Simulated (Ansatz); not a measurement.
Input and command of a calculation in Ansatz (plane waves; scalar-relativistic PAW potentials unless the input names others):

```yaml
crystal:
  lattice:
    - [3.8417168285, 0.0, 0.0]
    - [0.0, 3.8417168285, 0.0]
    - [0.0, 0.0, 27.2242680938]
  atoms:
    - { symbol: Si, position: [0.0, 0.5, 0.2765580816] }
    - { symbol: Si, position: [0.0, 0.0, 0.3259061771] }
    - { symbol: Si, position: [0.5, 0.0, 0.3756032207] }
    - { symbol: Si, position: [0.5, 0.5, 0.4250981318] }
    - { symbol: Si, position: [0.0, 0.5, 0.4750755353] }
    - { symbol: Si, position: [0.0, 0.0, 0.5249244577] }
    - { symbol: Si, position: [0.5, 0.0, 0.5749018623] }
    - { symbol: Si, position: [0.5, 0.5, 0.624396775] }
    - { symbol: Si, position: [0.0, 0.5, 0.674093816] }
    - { symbol: Si, position: [0.0, 0.0, 0.7234419425] }
basis:
  ecutwfc: "520 ev"
kpoints:
  mp_grid: { grid: [9, 9, 1] }
hamiltonian:
  xc: pbesol
scf:
  occupations: { method: gaussian, width: 0.05 }
  max_iter: 75
output:
  forces: true
  eigenvalues: true
efield:
  axis: 3
  dipole_correction: true
  ramp_width: 0.04
```

```bash
ansatz run input.yaml --threads 1 --pin off --max-ram 2560MiB --backend cpu --events-out ev --progress --plain --runs-dir out
```

Problem. What is wrong with this input?

Solution. The program refuses it, because of a cutoff in the wrong unit (basis.ecutwfc: 420 → "520 ev"). With the sound run's settings it is accepted.

Abridged log:
```
Error: YAML parse error: error: line 18 column 12: unknown unit factor `ev` — a unit is read by its exact case: `eV` is a unit here, `ev` is not
  --> <input>:18:12
   |
16 |     - { symbol: Si, position: [0.0, 0.0, 0.7234419425] }
17 | basis:
18 |   ecutwfc: "520 ev"
   |            ^ unknown unit factor `ev` — a unit is read by its exact case: `eV` is a unit here, `ev` is not
19 | kpoints:
20 |   mp_grid: { grid: [9, 9, 1] }
   |
```